**Q:** Each crystal has the same cell in both calculations, yet the pressure changes with the functional. Which way does it go?

Ansatz 0.2.0, frozen-core PAW, scalar-relativistic; (1) LDA, (2) r2SCAN; default datasets, 420 to 500 eV, smearing 0.02 to 0.08 eV, k points times cell length 38 to 50 angstrom; no spin; same cells and meshes. Rows: elements in space group Fd-3m, groups 13 to 15. Compression is positive.

| crystal | space group | largest Z | volume (Å³/atom) | pressure, LDA (1) (GPa) | pressure, r2SCAN (2) (GPa) | pressure, (2) less (1) (GPa) |
| --- | --- | --- | --- | --- | --- | --- |
| Al | 227 | 13 | 27.64 | -1.84 | -0.38 | 1.46 |
| C | 227 | 6 | 5.672 | -13.12 | -2.44 | 10.68 |
| Si | 227 | 14 | 20.16 | -2.12 | 0.03 | 2.15 |
| Ge | 227 | 32 | 22.64 | -1.28 | 0.67 | 1.95 |
| Sn | 227 | 50 | 34.19 | -0.34 | 1.62 | 1.96 |

**A:** Upwards in every row when you go from LDA to r2SCAN. Positive pressure means that the crystal is squeezed and would expand if released; negative pressure means that it would shrink. So r2SCAN prefers the larger cell each time. Theory gives the reason: LDA treats every point as part of a uniform electron gas and usually binds atoms too tightly. Pulling atoms apart makes the density more uneven, and r2SCAN, which responds to that unevenness, resists it less.

**Q:** For carbon the two differ by 10.68 GPa, for silicon by 2.15. Do the functionals disagree so much more about diamond?

**A:** About its pressure, yes; about its size, hardly. Imagine two crystals for which the functionals disagree by the same percentage of volume. If one is extremely soft, holding it at the wrong volume costs almost no pressure; if it is nearly rigid, the pressure is enormous. Diamond is the stiff case: its bulk modulus, the resistance to uniform compression, is roughly four times that of silicon. That accounts for most of the fivefold difference.

**Q:** Can I turn that into a rule for guessing?

**A:** Near equilibrium, pressure is the bulk modulus B times the fraction by which the cell falls short of its preferred volume. Subtract the two functionals, taking the same B for both:

pressure difference ≈ B × (difference in preferred volume) / volume.

Silicon, with a rough measured B of 99 GPa, gives 2.15/99, or 2.2% in volume. Carry that percentage over to diamond, where B is roughly 440 GPa, and you expect 9.6 GPa. That is 11% below the table, and carbon played no part in setting the percentage.

**Q:** Germanium and tin are softer than silicon, so their differences should be smaller. They are almost the same as silicon's.

**A:** There the rule weakens. With silicon's percentage it falls 16% short of the table for germanium and 41% short for tin, as the printed output shows. Judged by rough measured bulk moduli, the volume disagreement grows from silicon through germanium to tin, where it is about 3.7%, while the stiffness falls. The two changes nearly cancel, which is why the pressures look alike. Why the disagreement grows isn't settled by these numbers; my guess is that the filled d shells, which both calculations treat along with the bonding electrons, play a part.

**Q:** And if I replace silicon by aluminium?

**A:** Then you lose an electron per atom, and four bonds per atom can no longer all be filled. The row is a metal in the diamond structure, not ordinary close-packed aluminium. Its difference of 1.46 GPa is the smallest here. Without a measured bulk modulus for this structure, I can't say whether that reflects softness or a smaller disagreement in volume.

**Q:** Is the functional with the pressure nearer zero the better one?

**A:** Only if the cell is the right target for the calculation. r2SCAN leaves diamond at −2.44 GPa, which looks like overbinding. But real atoms vibrate even at absolute zero, and this swells diamond's cell edge by roughly 0.3%, worth about 4 GPa. A calculation without that motion should want a cell smaller than the measured one, so the negative sign doesn't convict r2SCAN.

For tin, LDA is the one nearer zero. I wouldn't call it the better functional on that evidence: both calculations use atomic datasets made for a third functional, PBE, and the error this causes is unknown.

**Q:** Which digits would you trust?

**A:** For a single pressure, ask first how well the cell is known. Shrinking the edge by 0.1% raises the pressure by 0.3 GPa in silicon and 1.3 GPa in diamond, so silicon's 0.03 GPa with r2SCAN is no proof of a perfect functional. Silicon's cell here is in fact slightly larger than the measured one, which lowers both its pressures by roughly 0.7 GPa. The difference between functionals suffers less from such an error, because both pressures shift almost together. The error from the PBE datasets needn't cancel in that way. Diamond's difference has a further weakness: the LDA run used a smaller basis, and its basis correction is 1.2 GPa larger than that of the r2SCAN run. How much basis error remains isn't known here, so I'd read that difference as "roughly 10" and trust neither decimal.

**Q:** I'm modelling a few atomic layers of germanium, strained to fit silicon. Does the choice of functional spoil the computed strain?

**A:** Much less than it spoils either lattice alone. The strain comes from the mismatch between the two cell edges, and r2SCAN enlarges both. If I let each cell relax using its pressure and rough bulk modulus, germanium's edge exceeds silicon's by 4.1% in LDA and 4.2% in r2SCAN. The cancellation works because the two crystals have similar volume disagreements. It is lost if you take silicon from LDA and germanium from r2SCAN: germanium's 2.6% in volume is nearly 0.9% in length, and all of it would be added to the mismatch that LDA gives for both.

The analysis program printed:

```
C, volume gap between the functionals (percent): 2.427
Si, volume gap between the functionals (percent): 2.172
Ge, volume gap between the functionals (percent): 2.6
Sn, volume gap between the functionals (percent): 3.698
C, pressure gap guessed from the volume gap of Si (GPa): 9.556
Ge, pressure gap guessed from the volume gap of Si (GPa): 1.629
Sn, pressure gap guessed from the volume gap of Si (GPa): 1.151
C, miss of the equal-volume-gap rule (percent of table value): -10.53
Ge, miss of the equal-volume-gap rule (percent of table value): -16.47
Sn, miss of the equal-volume-gap rule (percent of table value): -41.27
Pressure gap of C over that of Si (ratio): 4.967
Rough bulk modulus of C over that of Si (ratio): 4.444
Ge, miss of the equal-pressure-gap rule (percent of table value): 10.26
Sn, miss of the equal-pressure-gap rule (percent of table value): 9.694
Sn, volume change wanted by LDA (percent): -0.6415
Sn, volume change wanted by r2SCAN (percent): 3.057
C, volume change wanted by r2SCAN (percent): -0.5545
C, rough pressure worth of a recalled zero-point edge expansion of 0.3 percent (GPa): 3.96
C, pressure rise when the cell edge shrinks by 0.1 percent (GPa): 1.32
Si, pressure rise when the cell edge shrinks by 0.1 percent (GPa): 0.297
C, Pulay correction in LDA less that in r2SCAN (GPa): 1.242
C, that difference as a share of the pressure gap (percent): 11.63
Edge of Ge over Si, excess in the cells used (percent): 3.943
Edge of Ge over Si, excess after estimated relaxation in LDA (percent): 4.097
Edge of Ge over Si, excess after estimated relaxation in r2SCAN (percent): 4.241
Edge excess, r2SCAN less LDA (percentage points): 0.1444
```
